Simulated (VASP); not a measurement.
Here is a VASP 6.6.1 calculation.

INCAR

```
ALGO     = Normal         # electronic algorithm
EDIFF    = 1E-7           # SCF threshold, eV
ENCUT    = 520            # plane-wave cutoff, eV
GGA      = PE             # functional
ISIF     = 2              # what is computed and relaxed
ISMEAR   = -1             # smearing method
LASPH    = True           # aspherical terms in the spheres
LCHARG   = False          # write CHGCAR
LREAL    = False          # projectors in reciprocal space
LWAVE    = False          # write WAVECAR
NBANDS   = 24             # bands
NELM     = 60             # most SCF steps
PREC     = Accurate       # precision mode
SIGMA    = 0.05           # smearing width, eV
```

The input KPOINTS:

```
k-points
0
Gamma
  7 5 5
```

POSCAR

```
KBr
1.0
   -4.0434990000      0.0000000000      0.0000000000
    0.0000000000      4.0434990000      4.0434990000
    0.0000000000      4.0434990000     -4.0434990000
K Br
2 2
Direct
    0.9767029200      0.0006510400      0.9945281000
    0.0027015700      0.5049181300      0.4814720400
    0.5011123400      0.5034284200      0.0031614800
    0.5194831700      0.9910024200      0.5208383800
```

Potentials or basis: VASP PAW PBE potentials, release 64 (K_sv, Br).

The run is started by

```bash
$ cat potpaw_PBE.64/K_sv/POTCAR potpaw_PBE.64/Br/POTCAR > POTCAR
$ mpirun -np 1 vasp_std > vasp.out
```

Estimate the pressure.

0.1 GPa.

Predict the largest force.

0.219 eV/Å.

What does it give for the band gap on the k mesh?

3.87 eV.

Stress tensor (GPa, compression positive):
```
 0.13 -0.07  0.09
-0.07  0.12 -0.09
 0.09 -0.09  0.15
```

Caveat: an odd mesh through Γ misses points on the zone boundary, where band edges often lie.
